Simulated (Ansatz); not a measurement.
**P in Ansatz: the effect of functional**

Slab: P, a slab with vacuum.

```
P
1.0
     3.30547    0.00000    0.00000
     0.00000   35.08788    0.00000
     0.00000    0.00000    4.66276
P
4
Cartesian
  1.6527 34.0444 4.2331
  1.6527 1.0435 0.4297
  0.0000 1.0435 1.9017
  0.0000 34.0444 2.7611
```

The cell isn't the ideal one: volume scaled by 1.02.

Alike in all runs:

```yaml
Program: Ansatz 0.2.0
Task: single point
Potentials_or_basis: Ansatz PAW
k_mesh: 8 × 1 × 6
Occupations: fermi-dirac, width 0.05 eV
Spin: no spin polarisation
```

```csv
functional,cutoff,gap on the mesh (eV),largest force (eV/Å)
LDA,420 eV (not typed: the program's choice for these potentials),0.85,0.17
PBEsol,420 eV (not typed: the program's choice for these potentials),0.89,0.17
r2SCAN,500 eV (not typed: the program's choice for these potentials),?,?
```

Problem. What does the run with functional r2SCAN give?

Solution. gap on the mesh 1.11 eV; largest force 0.07 eV/Å.

Caveats: the PAW data sets come from PBE, with cores solved anew for the run's functional, which leaves a small shift of forces and pressure.

A k mesh can miss the band edges.
